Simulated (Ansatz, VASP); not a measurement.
# One calculation of Ta, two programs

File INCAR:

```
SYSTEM = Ta
PREC = Accurate
ENCUT = 520
EDIFF = 1E-7
ISMEAR = -1
SIGMA = 0.05
LREAL = .False.
LASPH = .True.
NELM = 60
ALGO = Normal
ISIF = 2
LWAVE = .False.
LCHARG = .False.
GGA = PS
NBANDS = 12
```

Contents of KPOINTS:

```
Automatic mesh
0
Gamma
  15 15 15
  0 0 0
```

POSCAR

```
Ta
1.0
   -1.6175709496      1.6175709496      1.6175709496
    1.6175709496     -1.6175709496      1.6175709496
    1.6175709496      1.6175709496     -1.6175709496
Ta
1
Direct
    0.0000000000      0.0000000000      0.0000000000
```

Input for Ansatz:

```yaml
crystal:
  lattice:
    - [-1.6175709496, 1.6175709496, 1.6175709496]
    - [1.6175709496, -1.6175709496, 1.6175709496]
    - [1.6175709496, 1.6175709496, -1.6175709496]
  atoms:
    - { symbol: Ta, position: [0.0, 0.0, 0.0] }
kpoints:
  mp_grid: { grid: [15, 15, 15] }
  band_path:
    path:
      - [0.0, 0.0, 0.0]
      - [0.5, -0.5, 0.5]
      - [0.0, 0.0, 0.5]
      - [0.0, 0.0, 0.0]
      - [0.25, 0.25, 0.25]
      - [0.5, -0.5, 0.5]
      - [0.25, 0.25, 0.25]
      - [0.0, 0.0, 0.5]
    npoints: 5
scf:
  occupations: { method: fermi_dirac, width: 0.05 }
hamiltonian:
  xc: pbesol
  pseudopotentials: { kind: all_electron, lapw: { basis_error: 0.00025 } }
output:
  forces: true
  stress: true
  eigenvalues: true
```

Change from the starting cell: volume scaled by 0.94.

Alike in both runs: task single point; functional PBEsol; k mesh 15 × 15 × 15; occupations fermi-dirac, width 0.05 eV; no spin polarisation.

|  | VASP | Ansatz |
| --- | --- | --- |
| version | VASP 6.6.1 | Ansatz 0.2.0 |
| potentials or method | VASP PAW PBE potentials, release 64 (Ta_pv) | all-electron LAPW, scalar-relativistic |
| plane-wave cutoff (eV) | 520 | see its input |

|  | VASP | Ansatz | Ansatz less VASP |
| --- | --- | --- | --- |
| pressure (GPa) | 9.6 | 9.1 | -0.52 |

Ansatz ran all-electron here, so the differences hold the error of VASP's frozen core and of both bases.

Caveats: the PAW data sets were made with another functional, which shifts forces and pressure a little (VASP). Spin-orbit coupling is left out, which matters for the levels of Ta.
